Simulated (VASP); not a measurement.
# Al (Fm-3m) in VASP: notebook, part 2 of 2

VASP 6.6.1.

## (4) Relaxation of cell and atoms, revPBE+D3(BJ)

INCAR

```
SYSTEM = Al
ALGO = Normal ; EDIFF = 1E-6
EDIFFG = -0.01 ; ENCUT = 600
GGA = RE ; IBRION = 2
ISIF = 3 ; ISMEAR = -1
IVDW = 12 ; LASPH = .TRUE.
LCHARG = .FALSE. ; LREAL = .FALSE.
LWAVE = .FALSE. ; NELM = 100
NSW = 60 ; PREC = Accurate
SIGMA = 0.05
```

KPOINTS

```
k-points
0
G
  11 11 11
  0 0 0
```

POSCAR

```
Al
1.0
    0.0000000000      2.0248050000      2.0248050000
    2.0248050000      0.0000000000      2.0248050000
    2.0248050000      2.0248050000      0.0000000000
Al
1
Direct
    0.0000000000      0.0000000000      0.0000000000
```

Potentials or basis: VASP PAW PBE potentials, release 64 (Al).

Started as:

```console
> cat potpaw_PBE.64/Al/POTCAR > POTCAR
> mpirun -np 1 vasp_std > vasp.out
```

OUTCAR:

```text
SYSTEM = Al
   EDIFF = 1E-6
   EDIFFG = -0.01
   ENCUT = 600
   GGA = RE
   IBRION = 2
   ISIF = 3
   ISMEAR = -1
   IVDW = 12
   LASPH = .TRUE.
   LREAL = .FALSE.
   NELM = 100
   NSW = 60
   PREC = Accurate
 IVDW          = 12

 ion  position               nearest neighbor table
   1  0.000  0.000  0.000-

  LATTYP: Found a face centered cubic cell.
 ALAT       =     4.0496100000

  Lattice vectors:

 A1 = (   0.0000000000,   2.0248050000,   2.0248050000)
 A2 = (   2.0248050000,   0.0000000000,   2.0248050000)
 A3 = (   2.0248050000,   2.0248050000,   0.0000000000)

Analysis of symmetry for initial positions (statically):
=====================================================================
 Subroutine PRICEL returns:
 Original cell was already a primitive cell.

 Routine SETGRP: Setting up the symmetry group for a
 face centered cubic supercell.

 Subroutine GETGRP returns: Found 48 space group operations
 (whereof 48 operations were pure point group operations)
 out of a pool of 48 trial point group operations.

The static configuration has the point symmetry O_h .

Analysis of symmetry for dynamics (positions and initial velocities):
=====================================================================
 Subroutine PRICEL returns:
 Original cell was already a primitive cell.

 Routine SETGRP: Setting up the symmetry group for a
 face centered cubic supercell.

 Subroutine GETGRP returns: Found 48 space group operations
 (whereof 48 operations were pure point group operations)
 out of a pool of 48 trial point group operations.

The dynamic configuration has the point symmetry O_h .

 Subroutine INISYM returns: Found 48 space group operations
 (whereof 48 operations are pure point group operations),
 and found     1 'primitive' translations

----------------------------------------------------------------------------------------

                                     Primitive cell

  volume of cell :      16.6027

  direct lattice vectors                    reciprocal lattice vectors
[... 92 lines left out ...]
   ISYM   =      2    0-nonsym 1-usesym 2-fastsym
   POTIM  = 0.5000    time-step for ionic-motion
   TEBEG  =    0.0;   TEEND  =   0.0 temperature during run
   PSTRESS=    0.0 pullay stress
   NELECT =       3.0000    total number of electrons
   NUPDOWN=      -1.0000    fix difference up-down
   EMIN   =  10.00;   EMAX   =-10.00  energy-range for DOS
   EFERMI =   0.00;   METHOD = LEGACY
   ISMEAR =    -1;   SIGMA  =   0.05  broadening in eV -4-tet -1-fermi 0-gaus
   EFERMI_NEDOS =   21; number of points for ismear=-14 and -15
   IALGO  =     38    algorithm
   IMIX   =      4    mixing-type and parameters
     AMIX     =   0.40;   BMIX     =  1.00
     AMIX_MAG =   1.60;   BMIX_MAG =  1.00
  volume/ion in A,a.u.               =      16.60       112.04
  Fermi-wavevector in a.u.,A,eV,Ry     =   0.925526  1.748991 11.654733  0.856599
  Thomas-Fermi vector in A             =   2.051390
   LORBIT       =      0    0 simple, 1 ext, 2 COOP (PROOUT), +10 PAW based schemes
   GGA     = RE    functional components
   LHFCALC =     F    Hartree Fock is set to
   AEXX    =    0.0000 exact exchange contribution
   IVDW    =    12    specifies the selected vdW correction
   LEPSILON=     F    determine dielectric tensor
   LRPA    =     F    only Hartree local field effects (RPA)
 conjugate gradient relaxation of ions
 non-spin polarized calculation
  energy-cutoff  :      600.00
  volume of cell :       16.60
 maximum number of plane-waves:       564
   NGX = 11   NGY = 11   NGZ = 11

--------------------------------------- Ionic step        1  -------------------------------------------

 number of electron       3.0000000 magnetization

 Free energy of the ion-electron system (eV)
  ---------------------------------------------------
  ext. energy  EPLUGINS =         0.00000000
  ---------------------------------------------------
  free energy    TOTEN  =        -3.56386994 eV

  energy without entropy =       -3.55986470  energy(sigma->0) =       -3.56186732

------------------------ aborting loop because EDIFF is reached ----------------------------------------

 Edisp (eV)   -0.63472

 E8    (eV) :    -0.4493
[... 69 lines left out ...]
--------------------------------------- Ionic step        3  -------------------------------------------

 number of electron       3.0000000 magnetization

 Free energy of the ion-electron system (eV)
  ---------------------------------------------------
  ext. energy  EPLUGINS =         0.00000000
  ---------------------------------------------------
  free energy    TOTEN  =        -3.53567285 eV

  energy without entropy =       -3.53177318  energy(sigma->0) =       -3.53372301

 E-fermi :   8.7995     XC(G=0): -10.4033

 val. band max:        8.7398016346   @ k =  -0.4545   0.3636   0.0000
 cond. band min:       8.8366913761   @ k =   0.4545   0.1818   0.0909
 fundamental gap:      0.0968897415
 Fermi energy:         8.7994542154

 k-point     1 :       0.0000    0.0000    0.0000
  band No.  band energies     occupation
      1      -2.8115      2.00000
      2      21.7884      0.00000
      3      21.7884      0.00000
      4      21.7884      0.00000
      5      23.9178      0.00000
[... 177 lines left out ...]
 k-point    24 :      -0.1818    0.1818    0.0000
  band No.  band energies     occupation
      1      -0.3267      2.00000
      2      12.7200      0.00000
      3      14.4228      0.00000
      4      21.2714      0.00000
      5      23.3484      0.00000

 [... further k-points ...]

------------------------ aborting loop because EDIFF is reached ----------------------------------------

 Edisp (eV)   -0.68613

 E8    (eV) :    -0.4860
[... 24 lines left out ...]
  FREE ENERGIE OF THE ION-ELECTRON SYSTEM (eV)
  ---------------------------------------------------
  free  energy   TOTEN  =        -4.2217999433 eV

  energy  without entropy=       -4.2179002709  energy(sigma->0) =       -4.21985011

 reached required accuracy - stopping structural energy minimisation
```

OSZICAR:

```text
N       E                     dE             d eps       ncg     rms          rms(c)
DAV:   1    -0.879210832309E+00   -0.87921E+00   -0.99731E+02   560   0.394E+02
DAV:   2    -0.356328963253E+01   -0.26841E+01   -0.25402E+01   725   0.332E+01
DAV:   3    -0.358530005981E+01   -0.22010E-01   -0.22007E-01   770   0.389E+00
[... 16 lines left out ...]
DAV:   1    -0.353574277293E+01   -0.12031E-01   -0.98319E-03   725   0.651E-01    0.105E-01
DAV:   2    -0.353570400020E+01    0.38773E-04   -0.65000E-05   595   0.716E-02    0.320E-02
DAV:   3    -0.353567768800E+01    0.26312E-04   -0.46344E-06   685   0.161E-02    0.123E-02
DAV:   4    -0.353567275477E+01    0.49332E-05   -0.12100E-06   595   0.799E-03    0.782E-03
DAV:   5    -0.353567284825E+01   -0.93480E-07   -0.17357E-08   330   0.145E-03
   3 F= -.42217999E+01 E0= -.42198501E+01  d E =-.232146E-01
```

CONTCAR:

```text
Al
   1.00000000000000
     0.0000000000000000    1.9752604794315090    1.9752604794315090
     1.9752604794315090   -0.0000000000000000    1.9752604794315090
     1.9752604794315090    1.9752604794315090    0.0000000000000000
  Al
     1
Direct
     0.0000000000000000    0.0000000000000000    0.0000000000000000

  0.00000000E+00  0.00000000E+00  0.00000000E+00
```

It took 18 s on 1 thread of AMD EPYC 7R43 (Zen 3), shared host; peak memory 0.1 GiB.

What came out:

```
Free energy                            : -4.2218 eV
Relaxed volume                         : 15.41 Å³/atom
Relaxed cell                           : a = 2.793 Å, b = 2.793 Å, c = 2.793 Å, α = 60.00°, β = 60.00°, γ = 60.00°
Space group after relaxing (to 0.05 Å) : Fm-3m (No. 225)
Energy gained by relaxing              : 23.2 meV/atom
Ionic steps                            : 3
Pressure after relaxing                : 0.0 GPa
Band gap on the k mesh                 : none (metal or under the smearing width)
Dispersion energy per atom             : -0.686 eV
```

Step by step:
| step | energy change (eV) | largest force (eV/Å) | pressure (GPa) | volume (Å³) |
| --- | --- | --- | --- | --- |
| 1 | 0.0000 | 0.0000 | -5.87 | 16.60 |
| 2 | -0.0222 | 0.0000 | 1.46 | 15.18 |
| 3 | -0.0232 | 0.0000 | 0.02 | 15.41 |

Final structure:
```yaml
crystal:
  lattice:
    - [0.00000, 1.97526, 1.97526]
    - [1.97526, 0.00000, 1.97526]
    - [1.97526, 1.97526, 0.00000]
  atoms:
    - { symbol: Al, position: [0.00000, 0.00000, 0.00000] }
```

Levels at points of the mesh, in eV from the Fermi level:
| k point | band 1 | band 2 | band 3 | band 4 | band 5 |
| --- | --- | --- | --- | --- | --- |
| (0.00, 0.00, 0.00) | -11.61 | 12.99 | 12.99 | 12.99 | 15.12 |

Caveat: the PAW data sets were made with another functional, which shifts forces and pressure a little; pairwise dispersion overbinds metals, which lowers pressure and volume.

## (5) Summary

```tsv
level	gap on the mesh (eV)	pressure (GPa)	relaxed volume (Å³/atom)
RPBE+D4	none	0.0	15.56
revPBE+D3	none	0.0	15.95
revPBE+D3(BJ)	none	0.0	15.41
```

Alike in all rows: task relaxation of cell and atoms; potentials or basis VASP PAW PBE potentials, release 64 (Al); no spin polarisation; cell relaxed; k mesh 11 × 11 × 11; cutoff (eV) 600; smearing fermi-dirac 0.05 eV.

Caveats: the PAW data sets were made with another functional, which shifts forces and pressure a little; pairwise dispersion overbinds metals, which lowers pressure and volume.

Absolute energies hang on the potentials; compare differences alone.

## (6) How close it comes

Step 2. The cell as given is a measured one (16.60 Å³/atom); RPBE+D4 puts the equilibrium volume -6.3 % from it, thermal expansion not counted.

Step 3. The cell as given is a measured one (16.60 Å³/atom); revPBE+D3 puts the equilibrium volume -3.9 % from it, thermal expansion not counted.

Step 4. The cell as given is a measured one (16.60 Å³/atom); revPBE+D3(BJ) puts the equilibrium volume -7.2 % from it, thermal expansion not counted.
